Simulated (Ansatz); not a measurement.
Wurtzite InN, treated with PBEsol in Ansatz (PAW).

Run with plane-wave cutoff 520 eV, 12×12×6 k mesh (along the axes of the cell as run), Fermi–Dirac smearing 0.01 eV, scalar-relativistic PAW data made under PBE.

Shape and atoms are relaxed at each volume.

Pressure at four volumes; x = ln(V/15.473 Å³). One pressure is withheld.

| V (Å³/atom) | x | P (GPa) |
|---|---|---|
| 14.854 | -0.0408 | 6.09 |
| 15.473 | 0.0000 | 0.00 |
| 15.783 | 0.0198 | -2.57 |
| 16.092 | 0.0392 | ? |

Question: Pass a parabola P(x) through the three rows shown, estimate the bulk modulus and its pressure derivative near zero pressure, and predict the withheld pressure.

Answer: Slopes between the rows: (0.00 − (6.09))/(0.0000 − (-0.0408)) = -149.26 and (-2.57 − (0.00))/(0.0198 − (0.0000)) = -129.80 GPa. Their difference over the span 0.0606 is c = 19.46/0.0606 = 321.1 GPa, so P(x) = 6.09 + (-149.26)(x − (-0.0408)) + 321.1 (x − (-0.0408))(x − (0.0000)). At the middle row B = −dP/dx = −[-149.26 + 321.1 × 0.0408] = 136.2 GPa, and B′ = dB/dP = 2c/B = 4.7. At x = 0.0392 the parabola gives -4.84 GPa; the run gives -4.86 GPa. The Birch–Murnaghan fit to the energies at all volumes has B0 = 136 GPa and B′ = 4.6.

Measured, for comparison: bulk modulus 126 GPa (room temperature, no zero-point or thermal correction; as tabulated in Phys. Rev. B 49, 14 (GaN and InN under pressure), abstract). Computed (rounded) less measured: bulk modulus +8 %. A static lattice is as a rule a little smaller and stiffer than an uncorrected measurement, which can account for part of this.

Note: the gap of the solid is closed in this run; this level leaves the solid without a gap, although one is measured; the bulk modulus comes from volumes at which shape and atoms were relaxed.

Spin–orbit coupling is not included; it can open a gap where bands touch, and shift volumes and moduli.

Ansatz is a first-principles code.
